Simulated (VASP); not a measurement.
# HfO2 under changes of volume

One of the cells (10.242 Å³/atom); the others are scaled copies at fixed shape and fractional positions:

```xyz
12
Lattice="5.5932 0.0000 0.0000 0.0000 3.3557 0.0000 0.0000 0.0000 6.5481" Properties=species:S:1:pos:R:3 pbc="T T T"
Hf    4.1875    2.5168    3.9804
Hf    1.4057    0.8389    2.5677
Hf    1.3909    2.5168    5.8417
Hf    4.2023    0.8389    0.7063
O     3.5768    0.8389    2.7725
O     2.0164    2.5168    3.7756
O     0.7802    0.8389    0.5016
O     4.8129    2.5168    6.0465
O     2.9129    0.8389    5.5099
O     2.6803    2.5168    1.0382
O     0.1163    0.8389    4.3122
O     5.4769    2.5168    2.2359
```

Measurements of this composition are mostly on another form, of space group No. 14.

* Program: VASP 6.6.1
* Functional: PBE
* Potentials or basis: VASP PAW PBE potentials, release 64 (Hf_pv, O)
* Cutoff: 520 eV
* k mesh: 5 × 8 × 4
* Occupations: fermi-dirac, width 0.05 eV
* Spin: no spin polarisation

```tsv
volume (Å³/atom)	energy over the lowest point (meV/atom)	pressure (GPa)	gap on the mesh (eV)	largest force (eV/Å)
9.438	?	?	?	?
9.639	10.94	11.7	3.49	0.245
9.840	0.00	5.3	3.44	0.112
10.242	0.21	-5.6	3.36	0.126
10.443	9.91	-10.3	3.32	0.232
10.643	25.15	-14.5	3.28	0.330
```

Problem. What does the run at 9.438 Å³/atom give?

Solution. Energy over the lowest point 30.38 meV/atom; pressure 18.9 GPa; gap on the mesh 3.53 eV; largest force 0.389 eV/Å.

Worked out: A Birch-Murnaghan fit of order 3 (a polynomial in V^(-2/3)) to the other rows has its minimum at 10.03 Å³/atom with B0 = V·E''(V) = 274 GPa and B' = 4.1 at fixed shape and positions, which overstates the stiffness. It gives 30.30 meV/atom at 9.438 Å³/atom, against the run's 30.38, and -dE/dV = 19.0 GPa, against 18.9. A straight line through the other rows of the gap, of slope -2.09 eV per unit of ln V (its deformation potential), extrapolates to 3.53 eV, against the run's 3.53.

Energies are extrapolated to zero smearing.

Caveats: spin-orbit coupling is left out, which moves the levels of the heavy elements; an odd mesh through Γ misses points on the zone boundary, where band edges often lie.
